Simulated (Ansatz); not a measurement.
# IrO2: the cost of one run

Computed with Ansatz 0.2.0 (DFT PBE, scalar-relativistic, plane waves, PAW, unless a step's input says otherwise).

A COD entry behind a cell of this session may itself be a prediction, so a difference from it is no test against experiment.

1 further run of the same task is left out (set aside as unsound or not needed).

**1. The system as given**

Symmetry: P4_2/mnm, No. 136, tetragonal system. Conventional cell: a = 4.529 Å, b = 4.529 Å, c = 3.180 Å, α = 90.00°, β = 90.00°, γ = 90.00°. Ir (site symmetry mmm) has 6 O at 1.98 to 2.01 Å as nearest neighbours. O (site symmetry m2m) has 3 Ir at 1.98 to 2.01 Å as nearest neighbours.

As a file:

```
CELL_PARAMETERS angstrom
4.52882 0.00000 0.00000
0.00000 4.52882 0.00000
0.00000 0.00000 3.17984
ATOMIC_POSITIONS crystal
Ir 0.00000 0.00000 0.00000
Ir 0.50000 0.50000 0.50000
O 0.30842 0.30842 0.00000
O 0.19158 0.80842 0.50000
O 0.69158 0.69158 0.00000
O 0.80842 0.19158 0.50000
```

This cell was relaxed beforehand with the same method: volume 10.87 Å³/atom, gap on the mesh none (metal).

**2. Static run: bands, density of states and charges**

input.yaml

```yaml
crystal:
  lattice:
    - [4.5288198217, 0.0, 0.0]
    - [0.0, 4.5288198217, 0.0]
    - [0.0, 0.0, 3.1798360823]
  atoms:
    - { symbol: Ir, position: [0.0, 0.0, 0.0] }
    - { symbol: Ir, position: [0.5, 0.5, 0.5] }
    - { symbol: O, position: [0.3084157491, 0.3084157491, 0.0] }
    - { symbol: O, position: [0.1915842509, 0.8084157491, 0.5] }
    - { symbol: O, position: [0.6915842509, 0.6915842509, 0.0] }
    - { symbol: O, position: [0.8084157491, 0.1915842509, 0.5] }
basis:
  ecutwfc: 420
kpoints:
  mp_grid: { grid: [8, 8, 12] }
  band_path:
    path:
      - [[0.0, 0.0, 0.0], [0.0, 0.5, 0.0], [0.5, 0.5, 0.0], [0.0, 0.0, 0.0], [0.0, 0.0, 0.5], [0.0, 0.5, 0.5], [0.5, 0.5, 0.5], [0.0, 0.0, 0.5]]
      - [[0.0, 0.5, 0.0], [0.0, 0.5, 0.5]]
      - [[0.5, 0.5, 0.0], [0.5, 0.5, 0.5]]
    npoints: 14
hamiltonian:
  xc: pbe
scf:
  occupations: { method: gaussian, width: 0.1 }
  n_extra_bands: 15
output:
  forces: true
  stress: true
  eigenvalues: true
  populations: true
  dos: { projected: true, de: 0.02, nscf_kmesh: { grid: [12, 12, 18] } }
  bader: true
  write_density: true
  write_potential: true
  elf: true
  volumetric_format: npy
```

Launch:

```bash
> ansatz run input.yaml --threads 2 --pin off --max-ram 5120MiB --backend cpu --events-out ev --progress --plain --runs-dir out
```

Q: Estimate wall time and peak memory on 2 threads of Arm Neoverse N1, shared host.

About 91 s, with a peak of 0.66 GiB.
